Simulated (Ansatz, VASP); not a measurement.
# BP in VASP and in Ansatz

INCAR

```
SYSTEM = BP
ALGO     = Normal         ! electronic algorithm
EDIFF    = 1E-6           ! SCF threshold, eV
ENCUT    = 520            ! plane-wave cutoff, eV
GGA      = CA             ! functional
ISIF     = 2              ! what is computed and relaxed
ISMEAR   = 0              ! smearing method
LASPH    = .TRUE.         ! aspherical terms in the spheres
LCHARG   = .FALSE.        ! write CHGCAR
LREAL    = .FALSE.        ! projectors in reciprocal space
LWAVE    = .FALSE.        ! write WAVECAR
NBANDS   = 11             ! bands
NELM     = 60             ! most SCF steps
PREC     = Accurate       ! precision mode
SIGMA    = 0.01           ! smearing width, eV
```

File KPOINTS:

```
k-points
0
G
  10 10 10
  0 0 0
```

POSCAR

```
BP
1.0
    0.0000000000      2.2683154741      2.2683154741
    2.2683154741      0.0000000000      2.2683154741
    2.2683154741      2.2683154741      0.0000000000
B P
1 1
Direct
    0.0000000000      0.0000000000      0.0000000000
    0.2500000000      0.2500000000      0.2500000000
```

Input for Ansatz:

```yaml
crystal:
  lattice:
    - [0.0, 2.2683154741, 2.2683154741]
    - [2.2683154741, 0.0, 2.2683154741]
    - [2.2683154741, 2.2683154741, 0.0]
  atoms:
    - { symbol: B, position: [0.0, 0.0, 0.0] }
    - { symbol: P, position: [0.25, 0.25, 0.25] }
kpoints:
  mp_grid: { grid: [10, 10, 10] }
  band_path:
    path:
      - [0.0, 0.0, 0.0]
      - [-0.5, -0.5, 0.0]
      - [-0.375, -0.375, 0.25]
      - [-0.375, 0.0, 0.375]
      - [0.0, 0.0, 0.5]
      - [-0.5, -0.25, 0.25]
      - [0.0, 0.414062, 0.414062]
    npoints: 1
hamiltonian:
  xc: lda
scf:
  occupations: { method: fixed }
  n_extra_bands: 4
output:
  forces: true
  stress: true
  eigenvalues: true
```

Alike in both runs: task single point; functional LDA; k mesh 10 × 10 × 10; no spin polarisation.

|  | VASP | Ansatz |
| --- | --- | --- |
| version | VASP 6.6.1 | Ansatz 0.2.0 |
| potentials or method | VASP PAW LDA potentials, release 64 (B, P) | plane waves, PAW |
| plane-wave cutoff (eV) | 520 | 420 |
| occupations | gaussian, width 0.01 eV | fixed |
| valence electrons in the cell | 8 | 8 |

Ansatz gave:

- gap on the k mesh at the Fermi level (eV): 1.19
- pressure (GPa): -5.1

Problem. Which values does VASP return?

Solution. gap on the k mesh at the Fermi level (eV): 1.19; pressure (GPa): -5.2.

A k mesh can miss the band edges. A hybrid or GW would open this gap; LDA tends to underestimate it.
